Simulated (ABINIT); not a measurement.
A run of ABINIT 10.8.3 (patched build):

run.abi

```
ndtset 2

pp_dirpath "./"
pseudos "Bi.GGA_PBE-JTH.xml"

acell 4.6886416937 4.6886416937 3.3589262954 Angstrom
rprim
     0.7440530175    -0.6681205783     0.0000000000
     0.7440530175     0.6681205783     0.0000000000
    -0.3751898342     0.0000000000     0.9269479965
ntypat 1
znucl 83
natom 2
typat 1 1
xcart
     4.1737513922     0.0000000000     2.6695017261
     1.5432096078     0.0000000000     0.4440482739 Angstrom
chkprim 0
chksymtnons 0
tolsym 1.0e-6

ecut 598.650497 eV
pawecutdg 44.0
pawxcdev 0

ixc 11

occopt 3
tsmear 0.05 eV

nspinor 2
nspden 1
pawspnorb 1

nstep 100

iomode 3
prtwf 0
prteig 0
prtebands 0
enunit 1
prtden1 1

kptopt1 4
ngkpt1 4 4 6
nshiftk1 1
shiftk1 0.0 0.0 0.0
nband1 38
tolvrs1 1.0e-9

iscf2 -2
getden2 1
nband2 50
nbdbuf2 8
tolwfr2 1.0e-11
kptopt2 -6
ndivsm2 8
prteig2 1
kptbounds2
     0.0000000000     0.0000000000     0.0000000000
    -0.5600545268    -0.5600545268    -0.3879946710
    -0.2923401794    -0.2923401794    -0.5750158585
    -0.8277688743    -0.8277688743     0.7990265165
     0.0000000000     0.0000000000     0.5000000000
    -0.5000000000     0.5000000000     0.5000000000
    -0.7076598206     0.2923401794     0.5750158585
```

Potentials or basis: JTH PAW PBE v2.0.

Run with:

```bash
$ abinit run.abi > log 2>&1
```

Hardware: 1 thread of Arm Neoverse V1, on a shared host.

How long does it take, and how much memory?

Run time: 26 min on 1 thread of Arm Neoverse V1, with other jobs on the host, peak memory 0.67 GiB. Counts: scf iterations 12, mpi ranks 1, k points 52, bands 38, plane waves 2290.
